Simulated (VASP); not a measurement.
## A VASP 6.6.1 relaxation on SiC

INCAR

```
LWAVE = .FALSE.
ISIF = 3
SIGMA = 0.6
EDIFFG = -5E-3
ISMEAR = 2
LREAL = .FALSE.
LASPH = .TRUE.
NBANDS = 11
NELM = 67
LCHARG = .FALSE.
IBRION = 2
PREC = Accurate
GGA = CA
ENCUT = 600
NSW = 30
EDIFF = 1E-7
```

KPOINTS

```
KPOINTS created by Atomic Simulation Environment
0
Gamma
8 8 8
0 0 0
```

POSCAR

```
Si C
 1.0000000000000000
     2.6443621003327489    0.0000000000000000   -0.0000000000000000
     0.0000000000000000    2.6443621003327489    0.0000000000000000
     0.0000000000000000    0.0000000000000000    2.6443621003327489
 Si  C
   1   1
Cartesian
  0.0000000000000000  0.0000000000000000  0.0000000000000000
  1.3221810501663744  1.3221810501663744  1.3221810501663744
```

The recommended LDA PAW datasets give the neutral cell 8 valence electrons.

Command

```
mpirun -np 1 vasp_std
```

How does this run end, and what does it give?

It converged. Results: relaxed cell vector lengths 2.604, 2.604, 2.604 Å; relaxed cell volume 17.66 Å³.

OSZICAR

```
N       E                     dE             d eps       ncg     rms          rms(c)
DAV:   1     0.428470326468E+01    0.42847E+01   -0.41905E+03   786   0.693E+02
DAV:   2    -0.125481396425E+02   -0.16833E+02   -0.16380E+02  1009   0.109E+02
DAV:   3    -0.130287042439E+02   -0.48056E+00   -0.47584E+00   957   0.141E+01
DAV:   4    -0.130298127790E+02   -0.11085E-02   -0.11084E-02   874   0.836E-01
DAV:   5    -0.130298152926E+02   -0.25136E-05   -0.25136E-05   926   0.387E-02    0.524E+00
DAV:   6    -0.125092117896E+02    0.52060E+00   -0.27409E+00   820   0.640E+00    0.228E+00
DAV:   7    -0.125027759957E+02    0.64358E-02   -0.61973E-02   878   0.170E+00    0.117E+00
DAV:   8    -0.124975726240E+02    0.52034E-02   -0.83579E-03   833   0.579E-01    0.120E-01
DAV:   9    -0.124973653660E+02    0.20726E-03   -0.71171E-04   982   0.122E-01    0.474E-02
DAV:  10    -0.124973606492E+02    0.47169E-05   -0.43628E-05   880   0.445E-02    0.109E-02
...
   2 F= -.12514421E+02 E0= -.12515765E+02  d E =-.170612E-01
       N       E                     dE             d eps       ncg     rms          rms(c)
DAV:   1    -0.125204456910E+02   -0.60250E-02   -0.88483E-02   788   0.196E+00    0.347E-01
DAV:   2    -0.125189795803E+02    0.14661E-02   -0.36261E-03   840   0.349E-01    0.156E-01
DAV:   3    -0.125186218304E+02    0.35775E-03   -0.26673E-04   830   0.109E-01    0.619E-02
DAV:   4    -0.125185274160E+02    0.94414E-04   -0.96961E-05   835   0.516E-02    0.160E-02
DAV:   5    -0.125185266277E+02    0.78825E-06   -0.11219E-06   958   0.710E-03    0.101E-02
DAV:   6    -0.125185263982E+02    0.22954E-06   -0.88323E-08   574   0.226E-03    0.203E-03
DAV:   7    -0.125185263837E+02    0.14506E-07   -0.41306E-09   403   0.586E-04
   3 F= -.12518526E+02 E0= -.12519879E+02  d E =-.211669E-01
```

```json
{"ionic step": "1", "ΔE (meV/atom)": "0.0", "volume (Å³)": "18.49", "largest force (eV/Å)": "0.000", "pressure (GPa)": "-7.79", "electronic steps": "13"}
{"ionic step": "2", "ΔE (meV/atom)": "-8.5", "volume (Å³)": "17.31", "largest force (eV/Å)": "0.000", "pressure (GPa)": "3.89", "electronic steps": "8"}
{"ionic step": "3", "ΔE (meV/atom)": "-10.6", "volume (Å³)": "17.66", "largest force (eV/Å)": "0.000", "pressure (GPa)": "0.01", "electronic steps": "7"}
```

One setting is odd (smearing far too wide), but here it hardly changes the result.

On sound settings the LDA relaxation ends at 17.67 Å³.
